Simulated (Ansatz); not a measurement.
Set up this calculation in Ansatz 0.2.0, as the native input.

```yaml
Task: relaxation of cell and atoms
Functional: m-r2SCAN
Potentials_or_basis: Ansatz PAW
Cutoff: "500 eV (not typed: the program's choice for these potentials)"
k_mesh: 12 × 12 × 3
Occupations: fermi-dirac, width 0.05 eV
Spin: no spin polarisation
```

The system is C.

```
C
1.0
     2.52210    0.00000    0.00000
    -1.26105    2.18420    0.00000
     0.00000    0.00000   12.35570
C
12
Direct
  0.66667 0.33333 0.35417
  0.33333 0.66667 0.85417
  0.66667 0.33333 0.14583
  0.33333 0.66667 0.64583
  0.66667 0.33333 0.47917
  0.33333 0.66667 0.97917
  0.66667 0.33333 0.02083
  0.33333 0.66667 0.52083
  0.00000 0.00000 0.81250
  0.00000 0.00000 0.31250
  0.00000 0.00000 0.68750
  0.00000 0.00000 0.18750
```

This is a hexagonal form of diamond, not graphite.

The input as run:

input.yaml

```yaml
crystal:
  lattice:
    - [2.5221, 0.0, 0.0]
    - [-1.26105, 2.1842026709, 0.0]
    - [0.0, 0.0, 12.3557]
  atoms:
    - { symbol: C, position: [0.6666666667, 0.3333333333, 0.35417] }
    - { symbol: C, position: [0.3333333333, 0.6666666667, 0.85417] }
    - { symbol: C, position: [0.6666666667, 0.3333333333, 0.14583] }
    - { symbol: C, position: [0.3333333333, 0.6666666667, 0.64583] }
    - { symbol: C, position: [0.6666666667, 0.3333333333, 0.47917] }
    - { symbol: C, position: [0.3333333333, 0.6666666667, 0.97917] }
    - { symbol: C, position: [0.6666666667, 0.3333333333, 0.02083] }
    - { symbol: C, position: [0.3333333333, 0.6666666667, 0.52083] }
    - { symbol: C, position: [0.0, 0.0, 0.8125] }
    - { symbol: C, position: [0.0, 0.0, 0.3125] }
    - { symbol: C, position: [0.0, 0.0, 0.6875] }
    - { symbol: C, position: [0.0, 0.0, 0.1875] }
hamiltonian:
  xc: mr2scan
  pseudopotentials: { kind: paw }
kpoints:
  mp_grid: { grid: [12, 12, 3] }
scf:
  occupations: { method: fermi_dirac, width: 0.05 }
output:
  forces: true
  stress: true
relax:
  f_tol: 0.01
  max_steps: 40
  cell: { stress_tol: 0.05 }
```

Potentials or basis: Ansatz PAW.

The run is started by

```bash
$ ansatz run input.yaml --threads 2 --pin off --max-ram 5120MiB --backend cpu --events-out ev --progress --plain --runs-dir out
```

Results of the run:

The relaxed volume is 5.64 Å³/atom, the relaxed cell is a = 2.512 Å, b = 2.512 Å, c = 12.392 Å, α = 90.00°, β = 90.00°, γ = 120.00° and the space group after relaxing (to 0.05 Å) is P6_3/mmc (No. 194). The energy gained by relaxing is 1.9 meV/atom and the ionic steps are 5. The pressure after relaxing is 0.0 GPa and the band gap on the k mesh is 4.69 eV.

Caveat: odd divisions of the mesh miss points on the zone boundary, where band edges often lie, so the gap on the mesh can be too wide; the plane-wave basis is chosen anew once the cell has moved, so the energies of steps on either side of that aren't comparable; the PAW data sets come from PBE, with cores solved anew for the run's functional, which leaves a small shift of forces and pressure.

Wall time 22 s on 2 threads of Arm Neoverse V1, on a shared host, peak memory 0.54 GiB.
